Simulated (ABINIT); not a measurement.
A calculation with ABINIT 10.8.3 (patched build) of Ge (ASE script, structure typed inline):

The input run.py:

```python
import json, os
import numpy as np
from ase.units import GPa
from ase.calculators.abinit import Abinit, AbinitProfile
from ase import Atoms

atoms = Atoms(['Ge', 'Ge', 'Ge'],
              cell=[[5.24058, 0.0, 0.0], [0.0, 5.24058, 0.0], [0.0, 0.0, 2.65536]],
              scaled_positions=[[0.0, 0.0, 0.0], [0.0, 0.5, 0.0], [0.5, 0.0, 0.0]],
              pbc=True)

profile = AbinitProfile(command='abinit', pp_paths=[os.path.abspath('pseudos')])
params = dict(
    pps='pawxml', xc='PBE',
    ecut=598.6505,
    pawecutdg=1197.301,
    pawxcdev=0,
    kptopt=1,
    ngkpt=[5, 5, 10],
    nshiftk=1,
    shiftk=[0.0, 0.0, 0.0],
    ixc=11,
    nband=26,
    occopt=3,
    tsmear=0.05,
    nstep=100,
    tolvrs=1e-09,
    prtwf=0,
    prtden=0,
)

atoms.calc = Abinit(profile=profile, directory='run', **params)
energy = atoms.get_potential_energy()
forces = atoms.get_forces()
stress = atoms.get_stress()
print(f'energy {energy:.6f} eV')
print('forces (eV/A)')
print(np.round(forces, 5))
print('stress (GPa, Voigt, tension positive)', np.round(stress / GPa, 4))
json.dump(dict(energy=energy, forces=forces.tolist(), stress=stress.tolist(), cell=atoms.cell.tolist(), frac=atoms.get_scaled_positions(wrap=False).tolist()), open('results.json', 'w'))
```

Potentials or basis: JTH PAW PBE v2.0.

The run is started by

```sh
$ python run.py
```

The cell was built by a generator and needn't be a form met in nature.

Write the same calculation in another form: native input, structure typed inline.

As run:

run.abi

```
# Pseudopotentials
pp_dirpath "./"
pseudos "Ge.GGA_PBE-JTH.xml"

# Structure
acell 9.9032609342 9.9032609342 5.0179031623
rprim
     1.0000000000     0.0000000000     0.0000000000
     0.0000000000     1.0000000000     0.0000000000
     0.0000000000     0.0000000000     1.0000000000
ntypat 1
znucl 32
natom 3
typat 1 1 1
xred
     0.0000000000     0.0000000000     0.0000000000
     0.0000000000     0.5000000000     0.0000000000
     0.5000000000     0.0000000000     0.0000000000

# Plane-wave basis
ecut 22.0
pawecutdg 44.0
pawxcdev 0

# k points
kptopt 1
ngkpt 5 5 10
nshiftk 1
shiftk 0.0 0.0 0.0

# Exchange and correlation
ixc 11

# Bands and occupations
nband 26
occopt 3
tsmear 0.00183747

# SCF cycle
nstep 100
tolvrs 1.0e-9

# Output
iomode 3
prtwf 0
prteig 0
prtebands 0
enunit 2
prtden 1
prtvha 1
prtvclmb 1
prtpot 1
```

Potentials or basis: JTH PAW PBE v2.0.

Command:

```console
$ abinit run.abi > log 2>&1
```

Both were run:

|  | ASE script, structure typed inline | native input, structure typed inline |
| --- | --- | --- |
| Pressure | -0.6 GPa | -0.6 GPa |
| Band gap on the k mesh | none (metal or under the smearing width) | none (metal or under the smearing width) |
| Valence electrons inside the program's atomic spheres | Ge 12.29, 12.17 (radii [1.2196] Å) | Ge 12.29, 12.17 (radii [1.2196] Å) |

Keys that steer only the numerical path or the files written may differ.
